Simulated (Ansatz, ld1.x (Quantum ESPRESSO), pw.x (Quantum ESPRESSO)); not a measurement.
# From atom to crystal: ultrasoft potential for neodymium (Nd)

```
Element                 : neodymium
Generator               : ld1.x (Quantum ESPRESSO) 7.5
Type                    : ultrasoft
Functional              : PBE
Relativity              : scalar-relativistic
Frozen core             : [Kr] 4d10
Valence charge          : 14
Reference configuration : 4f3 5s2 5p6 5d1 6s2 6p0
Partial waves           : 5s (bound): rcut 1.85, rcutus 2.10 bohr; 6s (bound): rcut 1.85, rcutus 2.10 bohr; 5p (bound): rcut 2.60, rcutus 3.25 bohr; 6p (bound, empty): rcut 2.60, rcutus 3.25 bohr; 5d (bound): rcut 2.45, rcutus 3.40 bohr; 5d channel at 1.25 Ry: rcut 2.45, rcutus 3.40 bohr; 4f (bound): rcut 1.55, rcutus 1.65 bohr; 4f channel at 0.05 Ry: rcut 1.55, rcutus 1.65 bohr
Local potential         : all-electron potential smoothed inside 2.84 bohr (lloc = -2)
Core correction         : none
Augmentation charge     : PSQ, inside the norm-conserving radii
```

Atomic tests: cutoffs needed: 45 Ry and 80 Ry (the cutoffs (Ry, on a coarse ladder) from which the occupation-weighted sum of valence levels, in a spherical-Bessel basis at the reference potential, stays within 10 and 1 mRy of its value at 400 Ry); ghost test: no extra level below or beside the all-electron valence levels (s, p, d, f tested) (spherical-Bessel basis up to 400 Ry, 20 bohr box); configuration tests: test run stopped at test 1 of 7 (negative rho).

Crystal test: sc Nd in pw.x 7.5, no spin, 12³ k-points, Fermi–Dirac smearing 0.01 Ry, cutoffs 100/800 Ry. The reference is all-electron LAPW (Ansatz 0.2.0) with the same functional, mesh and smearing; V0 and B0 come from Birch–Murnaghan fits to the pressures at five volumes. Errors are pseudo minus all-electron; Δ is the rms difference of the E(V) curves that follow from these fits, minima aligned, over ±6 % about the mean V0. Mesh and smearing are coarse, so the numbers serve the comparison and aren't converged zero-temperature values; the lattice is a test structure that the element need not adopt. Spin polarisation and strong correlation are left out, which matters for this element.

| V (Å³/atom) | P all-electron (GPa) | P pseudo (GPa) |
| --- | --- | --- |
| 17.527 | 5.68 | 38.32 |
| 17.989 | 2.18 | 30.48 |
| 18.450 | -0.62 | 23.83 |
| 18.911 | -2.81 | 18.32 |
| 19.372 | -4.52 | 13.79 |

All-electron: a0 = 2.637 Å (V0 = 18.34 Å³/atom), B0 = 104.2 GPa.

Pseudopotential: mean pressure error (GPa): +24.97. The pressure does not cross zero within the volumes sampled, so no fit is given. The largest radius (3.40 bohr) exceeds half the bond length (2.50 bohr), so the spheres overlap, which is one possible source of error among others. This is a poor potential for the solid. Atomic configuration tests: test run stopped at test 1 of 7 (negative rho).

**Question.** At the middle volume, how do free energy and pressure move when the wave cutoff is lowered (ecutrho held at 800 Ry)?

**Answer.**

| cutoff (Ry) | shift of F (meV/atom) | shift of P (GPa) |
| --- | --- | --- |
| 45 | +188.5 | -13.56 |
| 60 | +45.1 | -0.48 |
| 80 | +2.4 | -0.08 |

The run at the middle volume (84 k-points, 14 iterations) took about 60 s on one core of a shared host (Neoverse-V1, 32 threads, 247 GiB, load 20).
